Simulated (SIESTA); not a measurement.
Runs of SIESTA 5.4.2 on Sb. It takes space group R-3m (No. 166, trigonal). Conventional cell: a = 4.308 Å, b = 4.308 Å, c = 11.274 Å, α = 90.00°, β = 90.00°, γ = 120.00°. Around Sb (site symmetry 3m) lie 3 Sb at 2.91 Å. 

```tsv
task	level	potentials or basis	k mesh	wannier functions	bands left out below	projections	wannier mesh	gap on the mesh (eV)	pressure (GPa)	largest force (eV/Å)
band structure	vdW-DF-cx	PseudoDojo 0.4 standard (PBE files), DZP (energy shift 0.003 Ry; two zetas on semicore shells)	8 × 8 × 8	-	-	-	-	none	1.9	(c)
band structure	BLYP	PseudoDojo 0.4 standard (PBE files), DZP (energy shift 0.003 Ry; two zetas on semicore shells)	8 × 8 × 8	-	-	-	-	none	7.9	0.36
band structure	AM05	PseudoDojo 0.4 standard (PBEsol files), DZP (energy shift 0.003 Ry; two zetas on semicore shells)	8 × 8 × 8	-	-	-	-	none	(b)	0.28
Wannier functions	BLYP	PseudoDojo 0.4 standard (PBE files), SZP (energy shift 0.003 Ry)	6 × 6 × 6	15	0	["random"]	5 × 5 × 5	none	9.0	(a)
```

Alike in all rows: no spin polarisation; cell as given; smearing fermi-dirac 0.05 eV; grid cutoff 500 Ry; energy shift 0.003 Ry.

Fill in the values left out.

(a) 0.71; (b) 0.9; (c) 0.35.

Caveats: the potentials were made for another functional, which shifts forces and pressure; the basis of atomic orbitals isn't converged, which shifts pressures, moduli and gaps; spin-orbit coupling is left out, which moves the levels of the heavy elements (some runs); the cell is metallic, so the lowest bands form no isolated group (some runs); random starting centres can end in a local minimum of the spread (some runs).

A k mesh can miss the band edges, and the runs leave out spin-orbit coupling on Sb.

A gap of «none» marks a metal or a gap under the smearing width.
